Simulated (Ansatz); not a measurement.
The system is KCl.

```
K Cl
1.0
     3.83920    0.00000    0.00000
     0.00000    3.83920    0.00000
     0.00000    0.00000    3.83920
K Cl
1 1
Direct
  0.00000 0.00000 0.00000
  0.50000 0.50000 0.50000
```

Measurements of this composition are mostly on another form, of space group No. 225.

Base run:

```yaml
Program: Ansatz 0.2.0
Functional: PBEsol
Potentials_or_basis: all-electron LAPW, scalar-relativistic
Cutoff: 125 eV (chosen from the basis error)
Basis_error_allowed: 0.001 eV/atom
k_mesh: 7 × 7 × 7
Occupations: fermi-dirac, width 0.05 eV
Spin: no spin polarisation
```

Its results: band gap on the k mesh 4.64 eV, indirect (least direct gap 4.83 eV); pressure -1.4 GPa.

Q: The run is repeated on the same cell with these changes: potentials or basis from all-electron LAPW, scalar-relativistic to all-electron LAPW, non-relativistic. What comes out?

A: Band gap on the k mesh 4.74 eV, indirect (least direct gap 4.92 eV); pressure -1.4 GPa.
